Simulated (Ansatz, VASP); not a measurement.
## SiC in VASP and in Ansatz

File POSCAR:

```
SiC
1.0
    0.0000000000      2.1713003854      2.1780523476
    2.1713003854      0.0000000000      2.1780523476
    2.1713003854      2.1713003854      0.0000000000
Si C
1 1
Direct
    0.0000000000      0.0000000000      0.0000000000
    0.2500000000      0.2500000000      0.2500000000
```

File INCAR.step1:

```
PREC = Accurate ; ENCUT = 520
ISMEAR = 0 ; SIGMA = 0.01
LREAL = F ; LASPH = T
NELM = 100 ; NBANDS = 11
GGA = PE ; ALGO = Normal
EDIFF = 1E-4 ; LWAVE = T
LCHARG = F
```

Contents of INCAR.step2:

```
PREC = Accurate ; ENCUT = 520
EDIFF = 1E-6 ; ISMEAR = 0
SIGMA = 0.01 ; LREAL = F
LASPH = T ; NELM = 100
ALGO = Normal ; ISIF = 2
LWAVE = F ; LCHARG = F
METAGGA = R2SCAN ; LMIXTAU = T
NBANDS = 11 ; ISTART = 1
```

The input KPOINTS:

```
Automatic mesh
0
Gamma
  10 10 10
```

Input for Ansatz:

```yaml
crystal:
  lattice:
    - [0.0, 2.1713003854, 2.1780523476]
    - [2.1713003854, 0.0, 2.1780523476]
    - [2.1713003854, 2.1713003854, 0.0]
  atoms:
    - { symbol: Si, position: [0.0, 0.0, 0.0] }
    - { symbol: C, position: [0.25, 0.25, 0.25] }
kpoints:
  mp_grid: { grid: [10, 10, 10] }
  band_path:
    path:
      - [0.0, 0.0, 0.0]
      - [-0.5, -0.5, 0.0]
      - [-0.375, -0.375, 0.25]
      - [-0.375, 0.0, 0.375]
      - [0.0, 0.0, 0.5]
      - [-0.5, -0.25, 0.25]
    npoints: 1
hamiltonian:
  xc: r2scan
scf:
  occupations: { method: fixed }
  n_extra_bands: 4
output:
  forces: true
  stress: true
  eigenvalues: true
```

Change from the starting cell: biaxial_xy strain -0.3%.

Alike in both runs: task single point; functional r2SCAN; k mesh 10 × 10 × 10; no spin polarisation.

```csv
,VASP,Ansatz
version,VASP 6.6.1,Ansatz 0.2.0
potentials or method,"VASP PAW PBE potentials, release 64 (Si, C)","plane waves, PAW"
plane-wave cutoff (eV),520,500
occupations,"gaussian, width 0.01 eV",fixed
valence electrons in the cell,8,8
```

```csv
,VASP,Ansatz,Ansatz less VASP
gap on the k mesh at the Fermi level (eV),1.70,1.69,-0.011
pressure (GPa),1.3,1.5,+0.18
largest component of the traceless stress (GPa),0.59,0.58,-0.002
```

Caveats: the PAW data sets were made with another functional, which shifts forces and pressure a little (VASP). A k mesh can miss the band edges.
